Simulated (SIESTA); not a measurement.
Write the native input for SIESTA 5.4.2 that does the following.

- Task: relaxation of cell and atoms
- Functional: PBE
- Potentials or basis: PseudoDojo 0.4 standard (PBE files)
- Basis: TZDP (energy shift 0.01 Ry)
- Grid cutoff: 500 Ry
- Energy shift: 0.01 Ry
- k mesh: 8 × 8 × 8
- Occupations: fermi-dirac, width 0.05 eV
- Spin: no spin polarisation
- optimiser: Broyden
- force tolerance: 0.04 eV/Å

InAs:

```
In As
1.0
     0.00000    3.01800    3.01800
     3.01800    0.00000    3.01800
     3.01800    3.01800    0.00000
In As
1 1
Cartesian
  0.0000 0.0000 0.0000
  4.5270 4.5270 4.5270
```

One way to write it, as run:

InAs.fdf

```
SystemName                      InAs
SystemLabel                     InAs
NumberOfSpecies                 2
NumberOfAtoms                   2
%block ChemicalSpeciesLabel
  1  49 In
  2  33 As
%endblock ChemicalSpeciesLabel

LatticeConstant                 1.0 Ang
%block LatticeVectors
     0.0000000000     3.0180000000     3.0180000000
     3.0180000000     0.0000000000     3.0180000000
     3.0180000000     3.0180000000     0.0000000000
%endblock LatticeVectors
AtomicCoordinatesFormat         Fractional
%block AtomicCoordinatesAndAtomicSpecies
     0.0000000000     0.0000000000     0.0000000000  1  In
     0.7500000000     0.7500000000     0.7500000000  2  As
%endblock AtomicCoordinatesAndAtomicSpecies

%block kgrid.MonkhorstPack
    8   0   0  0.0
    0   8   0  0.0
    0   0   8  0.0
%endblock kgrid.MonkhorstPack
XC.Functional                   GGA
XC.Authors                      PBE
PAO.BasisSize                   TZDP
PAO.EnergyShift                 0.01 Ry
Mesh.Cutoff                     500 Ry
OccupationFunction              FD
ElectronicTemperature           0.05 eV
MaxSCFIterations                120
SCF.MustConverge                false
SCF.Mixer.Method                Pulay
SCF.Mixer.Weight                0.25
SCF.Mixer.History               8
SCF.DM.Tolerance                5.0e-05
SCF.H.Tolerance                 1.0e-03 eV
WriteForces                     true
Charge.Mulliken                 end
Charge.Hirshfeld                end
Charge.Voronoi                  end
SaveRho                         true
SaveElectrostaticPotential      true
MD.TypeOfRun                    Broyden
MD.Steps                        40
MD.MaxForceTol                  0.04 eV/Ang
MD.MaxDispl                     0.1 Ang
WriteCoorStep                   true
AtomCoorFormatOut               Fractional
MD.VariableCell                 true
MD.MaxStressTol                 0.1 GPa
%block PAO.PolarizationScheme
  In non-perturbative
  As non-perturbative
%endblock PAO.PolarizationScheme
```

Potentials or basis: PseudoDojo 0.4 standard (PBE files), TZDP (energy shift 0.01 Ry).

Run with:

```bash
$ siesta InAs.fdf > InAs.out 2>&1
```

Results of the run:

| Quantity | Value |
| --- | --- |
| Relaxed volume | 29.45 Å³/atom |
| Relaxed cell | a = 4.368 Å, b = 4.368 Å, c = 4.368 Å, α = 59.98°, β = 59.98°, γ = 59.98° |
| Space group after relaxing (to 0.05 Å) | F-43m (No. 216) |
| Energy gained by relaxing | 23.5 meV/atom |
| Ionic steps | 3 |
| Pressure after relaxing | 0.1 GPa |
| Band gap on the k mesh | none (metal or under the smearing width) |
| Hirshfeld charges | In +0.18; As -0.18 e |
| Voronoi charges | In +0.22; As -0.22 e |

Caveat: semicore shells carry a single zeta, which can move pressures by several GPa and volumes by a few percent; the basis of atomic orbitals isn't converged, which shifts pressures, moduli and gaps.

Wall time 2.8 min on 1 thread of Intel(R) Xeon(R) Platinum 8259CL CPU @ 2.50GHz (Skylake/Cascade Lake) (shared host), peak memory 0.29 GiB.
